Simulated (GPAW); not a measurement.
# SnO (P4/nmm) in GPAW: further runs

The runs below take SnO through equation of state, dielectric tensor, with LDA, PBE.

Everything below comes from runs of GPAW 26.7.0. Logs are shortened: lines on timing, memory, paths and dates and some standing lists are left out, and cuts for length are marked. The log counts tension as positive stress, the text compression.

## 1. The structure

It takes space group P4/nmm (No. 129, tetragonal). Conventional cell: a = 3.814 Å, b = 3.814 Å, c = 4.887 Å, α = 90.00°, β = 90.00°, γ = 90.00°. Around Sn (site symmetry 4mm) lie 4 O at 2.23 Å. Around O (site symmetry -4m2) lie 4 Sn at 2.23 Å.

The cell is a database's computed one.

## 2. Equation of state, LDA

File run.py:

```python
from ase import Atoms
from ase.eos import EquationOfState
from ase.io import Trajectory
from ase.units import GPa
from gpaw import GPAW, PW

atoms = Atoms(['Sn', 'Sn', 'O', 'O'],
              cell=[[3.81369522, 0.0, 0.0],
                    [0.0, 3.81369522, 0.0],
                    [0.0, 0.0, 4.8869133]],
              scaled_positions=[[0.5, 0.0, 0.76462614],
                                [0.0, 0.5, 0.23537386],
                                [0.0, 0.0, 0.0],
                                [0.5, 0.5, 0.0]],
              pbc=True)

traj = Trajectory('eos.traj', 'w')
volumes, energies = [], []
for x in [0.94, 0.96, 0.98, 1.0, 1.02, 1.04, 1.06]:
    a = atoms.copy()
    a.set_cell(atoms.cell * x**(1 / 3), scale_atoms=True)
    calc = GPAW(mode=PW(800),
                xc='LDA',
                kpts={'size': (6, 6, 5), 'gamma': True},
                occupations={'name': 'fermi-dirac', 'width': 0.05},
                nbands=33,
                convergence={'density': 1e-05, 'energy': 1e-05},
                maxiter=150,
                txt=f'eos-{x:.2f}.txt')
    a.calc = calc
    energies.append(a.get_potential_energy(force_consistent=True))
    volumes.append(a.get_volume())
    p = -a.get_stress()[:3].mean() / GPa
    calc.write(f'eos-{x:.2f}.gpw')
    traj.write(a)
    print(f'{x:.2f} {volumes[-1]:10.4f} A^3 {energies[-1]:14.6f} eV {p:9.3f} GPa', flush=True)

v0, e0, B = EquationOfState(volumes, energies, eos='birchmurnaghan').fit()
print(f'V0 = {v0:.4f} A^3, E0 = {e0:.6f} eV, B0 = {B / GPa:.2f} GPa')
```

Potentials or basis: the program's PAW data sets (release 1.2.1) made for this functional, pw.

Command:

```
OMP_NUM_THREADS=1 python run.py
```

Log:

```text
__  _  _
 | _ |_)|_||  |
 |__||  | ||/\| - 26.7.0

Input parameters:
  mode=PW(ecut=800.0),
  convergence={'density': 1e-05, 'energy': 1e-05},
  kpts=MonkhorstPack(size=(6, 6, 5), gamma=True),
  maxiter=150,
  nbands=33,
  occupations=Occupations(name='fermi-dirac', width=0.05),
  xc=XC(name='LDA')

Diagonalizing LCAO Hamiltonian
Converting LCAO to pw mode
   .--------.
  /|        |
 * |        |
 | | Sn     |
 | |        |
 | |        |
 |Sn--------.
 |/   O    /
 O--------*

Atoms  # Å, Bohr magnetons
|   | symbol |        x |        y |        z |    initial magnetic moments |
|---|--------|----------|----------|----------|-----------------------------|
| 0 |     Sn | 1.867921 | 0.000000 | 3.660382 | ( 0.0000,  0.0000,  0.0000) |
| 1 |     Sn | 0.000000 | 1.867921 | 1.126771 | ( 0.0000,  0.0000,  0.0000) |
| 2 |      O | 0.000000 | 0.000000 | 0.000000 | ( 0.0000,  0.0000,  0.0000) |
| 3 |      O | 1.867921 | 1.867921 | 0.000000 | ( 0.0000,  0.0000,  0.0000) |

Unit cell  # Å
| periodic |        x |        y |        z |  lengths |    angles |
|----------|----------|----------|----------|----------|-----------|
|      yes | 3.735843 | 0.000000 | 0.000000 | 3.735843 | 90.000000 |
|      yes | 0.000000 | 3.735843 | 0.000000 | 3.735843 | 90.000000 |
|      yes | 0.000000 | 0.000000 | 4.787152 | 4.787152 | 90.000000 |

Number of symmetries: 8
Symmetry operations  # r_c * U_cc + t_c -> r_c
|   | kind |            matrix            |
|---|------|------------------------------|
| 0 |  E   |  1, 0, 0,  0, 1, 0,  0, 0, 1 |
| 1 |  σ   |  1, 0, 0,  0,-1, 0,  0, 0, 1 |
| 2 |  C2  |  0, 1, 0,  1, 0, 0,  0, 0,-1 |
| 3 |  S4  |  0, 1, 0, -1, 0, 0,  0, 0,-1 |
| 4 |  S4  |  0,-1, 0,  1, 0, 0,  0, 0,-1 |
| 5 |  C2  |  0,-1, 0, -1, 0, 0,  0, 0,-1 |
| 6 |  σ   | -1, 0, 0,  0, 1, 0,  0, 0, 1 |
| 7 |  C2  | -1, 0, 0,  0,-1, 0,  0, 0, 1 |

BZ-sampling:
  Number of BZ points: 180
  Number of IBZ points: 30

  Monkhorst-Pack size: [6, 6, 5]
  Monkhorst-Pack shift: [0.08333333333333333, 0.08333333333333333, 0.0]

K-points  # in reciprocal-cell coordinates
|     |                                coordinates |     weight |
|-----|--------------------------------------------|------------|
|   0 | (  0.00000000,   0.00000000,   0.00000000) | 0.00555556 |
|   1 | (  0.00000000,   0.00000000,   0.20000000) | 0.01111111 |
|   2 | (  0.00000000,   0.00000000,   0.40000000) | 0.01111111 |
|   3 | (  0.16666667,   0.00000000,   0.00000000) | 0.02222222 |
|   4 | (  0.16666667,   0.00000000,   0.20000000) | 0.04444444 |
|   5 | (  0.16666667,   0.00000000,   0.40000000) | 0.04444444 |
|   6 | (  0.16666667,   0.16666667,   0.00000000) | 0.02222222 |
|   7 | (  0.16666667,   0.16666667,   0.20000000) | 0.04444444 |
|   8 | (  0.16666667,   0.16666667,   0.40000000) | 0.04444444 |
|   9 | (  0.33333333,   0.00000000,   0.00000000) | 0.02222222 |
| ... |                                            |            |
|  29 | (  0.50000000,   0.50000000,   0.40000000) | 0.01111111 |

Plane wave coefficients: 3462
Cutoff: 800.0 eV

Spin-components: 1 (collinear spins)
Bands:           33
Projectors:      22
Spin-degeneracy: 2
Datatype:        complex128

Parallelization:
  kpt:    1
  domain: 1
  band:   1

Density:
  Valence electrons: 40.0
  Components: 1
  Grid points: [25 25 32]
  Charge: 0.0  # |e|

Potential:
  Grid points: [25 25 32]

species:
  Sn:
    name:    Tin
    Z:       50.0
    valence: 14
    core:    36
    charge:  0.0  # [|e|]
    compensation charges:
      type: gauss
      rc: 0.38  # [Å]
      lmax: 2
    cutoffs:
      filter: 2.23  # [Å]
      core: 2.35  # [Å]
    projectors
    | kind |    occ | energy [eV] | rcut [Å] |
    |------|--------|-------------|----------|
    |   5s |  2.000 |     -10.799 |    1.201 |
    |   5p |  2.000 |      -3.869 |    1.270 |
    |   4d | 10.000 |     -25.910 |    1.185 |
    |    s |        |      16.413 |    1.201 |
    |    p |        |      23.342 |    1.270 |
    |    d |        |       1.302 |    1.185 |

    Using partial waves for Sn as LCAO basis

  O:
    name:    Oxygen
    Z:       8.0
    valence: 6
    core:    2
    charge:  0.0  # [|e|]
    compensation charges:
      type: gauss
      rc: 0.21  # [Å]
      lmax: 2
    cutoffs:
      filter: 1.17  # [Å]
      core: 0.83  # [Å]
    projectors
    | kind |    occ | energy [eV] | rcut [Å] |
    |------|--------|-------------|----------|
    |   2s |  2.000 |     -23.752 |    0.688 |
    |   2p |  4.000 |      -9.195 |    0.598 |
    |    s |        |       3.459 |    0.688 |
    |    p |        |      18.016 |    0.598 |
    |    d |        |       0.000 |    0.619 |

    Using partial waves for O as LCAO basis

Reference energy: -339786.989759  # eV

eigensolver:
  PPCG
  Converge bands: occupied
  niter=2

density mixing:
  MSR1-Mixer
  Pratt-step length: 0.05
  Maximum mixing coefficient: 0.75
  Old densities: 10
  SVD Regularization: 0.005
  Good broyden scale: 1.0
  Trust region scale: 1.0
  Backstep threshold: 4.0
  History deletion threshold: 6.0
  Fourier metric: weight=20.0, sigma=0.015

occupation numbers:
  Fermi-Dirac:
    width: 0.0500  # eV

poisson solver:
  ecut: 6400.0  # eV

xc functional:
  name: None

convergence criteria:
- Maximum integral of absolute [dens]ity change: 1e-05 electrons / valence electron
- Maximum [total energy] change in last 3 cyles: 1e-05 eV / valence electron
- Maximum integral of absolute [eigenst]ate change: 4e-08 eV^2 / valence electron
maximum number of iterations: 150

SCF iterations
|iter     | |      energy | eigst |  dens |
|---------|-|-------------|-------|-------|
|iter:   1| |  -29.922324 | +0.14 |       |
|iter:   2| |  -28.950406 | -1.58 | -1.03 |
|iter:   3| |  -26.780987 | -1.03 | -1.08 |
|iter:   4| |  -26.737843 | -2.95 | -1.58 |
|iter:   5| |  -26.724234 | -3.30 | -1.84 |
|iter:   6| |  -26.724090 | -4.37 | -2.62 |
|iter:   7| |  -26.724106c| -5.50 | -3.29 |
|iter:   8| |  -26.724097c| -5.87 | -3.74 |
|iter:   9| |  -26.724098c| -7.06 | -4.06 |
|iter:  10| |  -26.724097c| -7.68c| -4.85 |
|iter:  11| |  -26.724097c| -8.35c| -5.37c|

Converged in 11 steps
Energy contributions relative to reference atoms: (reference = -339786.989759)

Energy contributions:
  Kinetic:          39.573158
  Coulomb:         -36.796536
  Zero:              0.094479
  External:          0.000000
  Xc:              -29.593982
  Entropy:          -0.002432
  Spinorbit:         0.000000
  ----------------------------
  Free energy:     -26.725313
  Extrapolated:    -26.724097

dipole moment: (-23.112534, -23.112534, -26.818715)  # |e|*Ang

Fermi level: 7.155
Eigenvalues  # (at kpt = [0.000, 0.000, 0.000])
| band index |      eig [eV] | occ [0-2] |
|------------|---------------|-----------|
|          0 |       -15.012 |     2.000 |
|        ... |               |           |
|         12 |        -1.082 |     2.000 |
|         13 |         0.253 |     2.000 |
|         14 |         0.253 |     2.000 |
|         15 |         0.292 |     2.000 |
|         16 |         3.278 |     2.000 |
|         17 |         3.556 |     2.000 |
[... 8 lines left out ...]
|         26 |        13.978 |     0.000 |
|         27 |        14.318 |     0.000 |
|        ... |               |           |
|         32 |        23.108 |     0.000 |

No gap
No difference between direct/indirect transitions

Stress tensor  # eV/Ang^3
|         x |         y |         z |
|-----------|-----------|-----------|
| -0.013094 |  0.000000 |  0.000000 |
|  0.000000 | -0.013094 |  0.000000 |
|  0.000000 |  0.000000 | -0.009535 |

# Writing to eos-0.94.gpw (mode='')
```

Wall time 6.2 min (1 thread of Arm Neoverse V2, shared host); peak memory 0.42 GiB.

Results:

```yaml
Equilibrium_volume: 17.02 Å³/atom
Bulk_modulus_at_fixed_shape_and_positions: 102 GPa
Pressure_derivative_of_the_bulk_modulus: 4.3
```

Energy against volume, from the lowest point:
| volume (Å³/atom) | energy (meV/atom) |
| --- | --- |
| 16.703 | 1.94 |
| 17.058 | 0.00 |
| 17.414 | 2.74 |
| 17.769 | 9.66 |
| 18.125 | 20.35 |
| 18.480 | 34.41 |
| 18.835 | 51.48 |

Caveat: the cell was scaled at fixed shape and fractional positions, which overstates the stiffness of a crystal with free parameters, most of all of layers and chains.

## 3. Dielectric tensor, PBE

This run uses another cell than the first one, of 17.41 Å³/atom, 0.980 times its volume.

File run.py:

```python
import numpy as np
from ase import Atoms
from ase.dft.bandgap import bandgap
from ase.io import write
from gpaw import GPAW, PW
from gpaw.response.df import DielectricFunction

atoms = Atoms(['Sn', 'Sn', 'O', 'O'],
              cell=[[3.7880991788, 0.0, 0.0],
                    [0.0, 3.7880991788, 0.0],
                    [0.0, 0.0, 4.8541142359]],
              scaled_positions=[[0.5, 0.0, 0.76462614],
                                [0.0, 0.5, 0.23537386],
                                [0.0, 0.0, 0.0],
                                [0.5, 0.5, 0.0]],
              pbc=True)

calc = GPAW(mode=PW(600),
            xc='PBE',
            kpts={'size': (6, 6, 5), 'gamma': True},
            occupations={'name': 'fermi-dirac', 'width': 0.001},
            nbands=33,
            convergence={'density': 1e-06},
            maxiter=150,
            txt='gpaw.txt')
atoms.calc = calc
energy = atoms.get_potential_energy()
calc.write('gs.gpw')
write('result.traj', atoms)
print(f'Energy: {energy:.6f} eV')
print('Fermi level:', round(calc.get_fermi_level(), 4), 'eV')
print(f'Gap: {bandgap(calc)[0]:.4f} eV, direct: {bandgap(calc, direct=True)[0]:.4f} eV')

for size in [(6, 6, 5)]:
    name = 'x'.join(str(n) for n in size)
    dense = calc.fixed_density(kpts={'size': size, 'gamma': True},
                               nbands=66, convergence={'bands': 60, 'eigenstates': 1e-7},
                               update_fermi_level=True, txt=f'dense-{name}.txt')
    dense.write(f'{name}.gpw', mode='all')
    df = DielectricFunction(f'{name}.gpw', frequencies=np.array([0.0]), hilbert=False, eta=0.001,
                            ecut=80, nbands=60, intraband=False, txt=f'df-{name}.txt')
    for xc in ['RPA']:
        for direction in ['x', 'y', 'z', [0, 1, 1], [1, 0, 1], [1, 1, 0]]:
            e0, e = df.get_macroscopic_dielectric_constant(xc=xc, direction=direction)
            print(f'{name} {xc} {direction}: {e0:.4f} without, {e:.4f} with local fields')
```

Potentials or basis: GPAW PAW data sets (gpaw-data 1.2.1), pw.

Command:

```
OMP_NUM_THREADS=1 python run.py
```

gpaw.txt:

```text
__  _  _
 | _ |_)|_||  |
 |__||  | ||/\| - 26.7.0

Input parameters:
  mode=PW(ecut=600.0),
  convergence={'density': 1e-06},
  kpts=MonkhorstPack(size=(6, 6, 5), gamma=True),
  maxiter=150,
  nbands=33,
  occupations=Occupations(name='fermi-dirac', width=0.001),
  xc=XC(name='PBE')

Diagonalizing LCAO Hamiltonian
Converting LCAO to pw mode
   .--------.
  /|        |
 * |        |
 | |  Sn    |
 | |        |
 | |        |
 |Sn--------.
 |/    O   /
 O--------*

Atoms  # Å, Bohr magnetons
|   | symbol |        x |        y |        z |    initial magnetic moments |
|---|--------|----------|----------|----------|-----------------------------|
| 0 |     Sn | 1.894050 | 0.000000 | 3.711583 | ( 0.0000,  0.0000,  0.0000) |
[... 159 lines left out ...]
|iter:   2| |  -25.622493 | -1.59 | -1.01 |
|iter:   3| |  -23.431229 | -0.98 | -1.07 |
|iter:   4| |  -23.410291 | -2.90 | -1.56 |
|iter:   5| |  -23.410660 | -3.03 | -1.80 |
|iter:   6| |  -23.411324c| -4.10 | -2.55 |
|iter:   7| |  -23.411272c| -4.80 | -3.07 |
|iter:   8| |  -23.411306c| -5.80 | -3.35 |
|iter:   9| |  -23.411307c| -6.82 | -3.90 |
|iter:  10| |  -23.411308c| -7.46c| -4.74 |
|iter:  11| |  -23.411308c| -7.90c| -5.18 |
|iter:  12| |  -23.411308c| -8.38c| -6.00 |
|iter:  13| |  -23.411308c| -9.07c| -6.58c|

Converged in 13 steps
Energy contributions relative to reference atoms: (reference = -340103.091216)

Energy contributions:
  Kinetic:          39.233288
  Coulomb:         -36.800531
  Zero:              0.059291
  External:          0.000000
  Xc:              -25.903356
  Entropy:          -0.000000
  Spinorbit:         0.000000
  ----------------------------
  Free energy:     -23.411308
  Extrapolated:    -23.411308

dipole moment: (-23.379384, -23.379384, -27.287401)  # |e|*Ang

Fermi level: 6.994
Eigenvalues  # (at kpt = [0.000, 0.000, 0.000])
| band index |      eig [eV] | occ [0-2] |
|------------|---------------|-----------|
|          0 |       -15.166 |     2.000 |
|        ... |               |           |
|         12 |        -0.864 |     2.000 |
|         13 |         0.263 |     2.000 |
|         14 |         0.476 |     2.000 |
|         15 |         0.476 |     2.000 |
|         16 |         3.324 |     2.000 |
|         17 |         3.614 |     2.000 |
[... 8 lines left out ...]
|         26 |        13.743 |     0.000 |
|         27 |        14.145 |     0.000 |
|        ... |               |           |
|         32 |        22.638 |     0.000 |

Gap: 0.074 eV
Transition (v -> c):
  (s=0, k=0, n=19, [0.00, 0.00, 0.00]) -> (s=0, k=27, n=20, [0.50, 0.50, 0.00])
Direct/indirect transitions are different
Direct gap: 1.993 eV
Transition at: (s=0, k=27, n=19, [0.50, 0.50, 0.00])
# Writing to gs.gpw (mode='')
```

stdout:

```text
Energy: -23.411308 eV
Fermi level: 6.9939 eV
Gap: 0.0739 eV, direct: 1.9932 eV
6x6x5 RPA x: 8.8280 without, 7.8133 with local fields
6x6x5 RPA y: 8.8280 without, 7.8133 with local fields
6x6x5 RPA z: 7.1621 without, 6.7460 with local fields
6x6x5 RPA [0, 1, 1]: 7.9951 without, 7.2797 with local fields
6x6x5 RPA [1, 0, 1]: 7.9951 without, 7.2797 with local fields
6x6x5 RPA [1, 1, 0]: 8.8280 without, 7.8133 with local fields
```

df-6x6x5.txt:

```text
FrequencyGridDescriptor(from 0.000 to 0.000 eV, 1 points)
FrequencyGridDescriptor(from 0.000 to 0.000 eV, 1 points)

Calculating chi0 body with:
    Ground state adapter containing:
    Number of spins: 1
    Number of kpoints: 180
    Number of irreducible kpoints: 30
    Number of completely occupied states: 20
    Number of partially occupied states: 20

    Linear response parametrization:
    q_c: [0.0, 0.0, 0.0]
    Number of frequency points: 1
    Planewave cutoff: 80.0
    Number of bands: 60
    Number of planewaves: 123
    Broadening (eta): 0.001

Integrating chi0 body.

Symmetries of q_c:
    Direct symmetries (Uq -> q): 8
    Indirect symmetries (TUq -> q): 8
In total 16 allowed symmetries.

Integral kind: response function

Calculating chi0 optical extensions with:
    Ground state adapter containing:
    Number of spins: 1
    Number of kpoints: 180
    Number of irreducible kpoints: 30
    Number of completely occupied states: 20
    Number of partially occupied states: 20

    Linear response parametrization:
    Number of frequency points: 1
    Planewave cutoff: 80.0
    Number of bands: 60
    Number of planewaves: 123
    Broadening (eta): 0.001
Integrating chi0 head and wings.

Symmetries of q_c:
    Direct symmetries (Uq -> q): 8
    Indirect symmetries (TUq -> q): 8
In total 16 allowed symmetries.

Integral kind: response function wings

Finished calculating chi0
```

Run time: 2.5 min. Hardware: 1 thread of Arm Neoverse V2, shared host; peak memory 0.45 GiB.

What came out:

```yaml
Free_energy: -23.4113 eV
Band_gap_on_the_k_mesh: 0.07 eV, indirect (least direct gap 1.99 eV)
Electronic_dielectric_tensor_diagonal: 7.81, 7.81, 6.75
```

Electronic dielectric tensor:
```
7.81 0.00 0.00
0.00 7.81 0.00
0.00 0.00 6.75
```

Caveat: the gap is small at this level, which inflates the dielectric constant; the long-wavelength limit can be off by a per cent or two; spin-orbit coupling is left out, which moves the levels of the heavy elements; an odd mesh through Γ misses points on the zone boundary, where band edges often lie. As with any semilocal functional, this PBE gap is likely too small.

(Continued in part 2 of 2.)
